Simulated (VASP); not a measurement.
A run of VASP 6.6.1 is set up as follows.

Contents of INCAR:

```
SYSTEM = Ni
PREC = Accurate
ENCUT = 520
EDIFF = 1E-7
ISMEAR = 0
SIGMA = 0.1
LREAL = .FALSE.
LASPH = .TRUE.
NELM = 150
ALGO = Normal
ISIF = 2
LWAVE = .FALSE.
LCHARG = .FALSE.
ISPIN = 2
MAGMOM = 0.8
LORBIT = 11
LMAXMIX = 4
GGA = PE
```

KPOINTS

```
Automatic mesh
0
G
  22 22 22
  0 0 0
```

Contents of POSCAR:

```
Ni
1.0
    0.0000000000      1.7619350000      1.7619350000
    1.7619350000      0.0000000000      1.7619350000
    1.7619350000      1.7619350000      0.0000000000
Ni
1
Direct
    0.0000000000      0.0000000000      0.0000000000
```

Potentials or basis: VASP PAW PBE potentials, release 64 (Ni).

Run with:

```console
$ cat potpaw_PBE.64/Ni/POTCAR > POTCAR
$ mpirun -np 1 vasp_std > vasp.out
```

Task: Estimate the pressure.

Result: -0.9 GPa.

Task: Predict the site moments.

Result: Ni +0.65 μB.

Task: Estimate the net moment.

Result: 0.64 μB per cell.
